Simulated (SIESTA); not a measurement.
**TiO2 (Anatase) under changes of volume**

One of the cells (11.354 Å³/atom); the others are scaled copies at fixed shape and fractional positions:

```
Ti O
1.0
    -1.89210    1.89210    4.75730
     1.89210   -1.89210    4.75730
     1.89210    1.89210   -4.75730
Ti O
2 4
Direct
  0.75000 0.25000 0.50000
  0.00000 0.00000 0.00000
  0.79190 0.79190 0.00000
  0.54190 0.04190 0.50000
  0.95810 0.45810 0.50000
  0.20810 0.20810 0.00000
```

| Quantity | Value |
| --- | --- |
| Program | SIESTA 5.4.2 |
| Functional | LDA |
| Potentials or basis | PseudoDojo 0.4 standard (LDA files) |
| Basis | DZP (energy shift 0.003 Ry; two zetas on semicore shells) |
| Grid cutoff | 800 Ry |
| Energy shift | 0.003 Ry |
| k mesh | 8 × 8 × 8 |
| Occupations | fermi-dirac, width 0.05 eV |
| Spin | no spin polarisation |

```tsv
volume (Å³/atom)	energy over the lowest point (meV/atom)	pressure (GPa)	gap on the mesh (eV)	largest force (eV/Å)
10.673	?	?	?	?
10.900	6.83	7.5	2.02	0.253
11.127	0.00	2.3	1.99	0.112
11.354	0.16	-2.4	1.95	0.020
11.581	6.63	-6.6	1.91	0.142
11.808	18.73	-10.4	1.87	0.255
12.035	35.92	-13.8	1.83	0.360
```

Task: What does the run at 10.673 Å³/atom give?

Result: Energy over the lowest point 21.42 meV/atom; pressure 13.2 GPa; gap on the mesh 2.06 eV; largest force 0.406 eV/Å.

Worked out: A Birch-Murnaghan fit of order 3 (a polynomial in V^(-2/3)) to the other rows has its minimum at 11.23 Å³/atom with B0 = V·E''(V) = 232 GPa and B' = 4.3 at fixed shape and positions, which overstates the stiffness. It gives 21.46 meV/atom at 10.673 Å³/atom, against the run's 21.42, and -dE/dV = 13.3 GPa, against 13.2. A straight line through the other rows of the gap, of slope -1.95 eV per unit of ln V, extrapolates to 2.07 eV, against the run's 2.06.

Energies are extrapolated to zero smearing.

Caveats: the basis of atomic orbitals isn't converged, which shifts pressures, moduli and gaps.

A mesh can miss the band edges.
